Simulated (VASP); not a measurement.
**HfO2: single point with PBEsol**

The system is HfO2.

```
Hf O
1.0
     0.00000    2.50939    2.50939
     2.50939    0.00000    2.50939
     2.50939    2.50939    0.00000
Hf O
1 2
Direct
  0.00000 0.00000 0.00000
  0.75000 0.75000 0.75000
  0.25000 0.25000 0.25000
```

Measurements of this composition are mostly on another form, of space group No. 14.

```yaml
Program: VASP 6.6.1
Task: single point
Functional: PBEsol
Potentials_or_basis: VASP PAW PBE potentials, release 64 (Hf_pv, O)
Cutoff: 700 eV
k_mesh: 8 × 8 × 8
Occupations: gaussian, width 0.02 eV
Spin: no spin polarisation
```

```json
{"Pressure": "0.0 GPa", "Band gap on the k mesh": "3.75 eV, direct"}
```

Levels at points of the mesh, in eV from the valence-band top:
```csv
k point,band 7,band 8,band 9,band 10,band 11,band 12,band 13,band 14,band 15
"(0.00, 0.00, 0.00)",-5.59,-5.59,-0.63,-0.63,-0.63,3.85,3.85,5.89,10.81
"(0.50, 0.00, 0.00)",-4.52,-3.13,-2.84,-1.89,-1.89,4.63,4.63,7.25,8.94
"(0.50, 0.50, 0.00)",-3.57,-3.57,-1.60,-1.60,0.00,3.75,5.59,6.88,8.41
```

Wall time 47 s on 1 thread of Intel(R) Xeon(R) Platinum 8375C CPU @ 2.90GHz (Ice Lake), on a shared host, peak memory 0.19 GiB.

Caveat: the PAW data sets were made with another functional, which shifts forces and pressure a little; spin-orbit coupling is left out, which moves the levels of the heavy elements. A k mesh can miss the band edges.
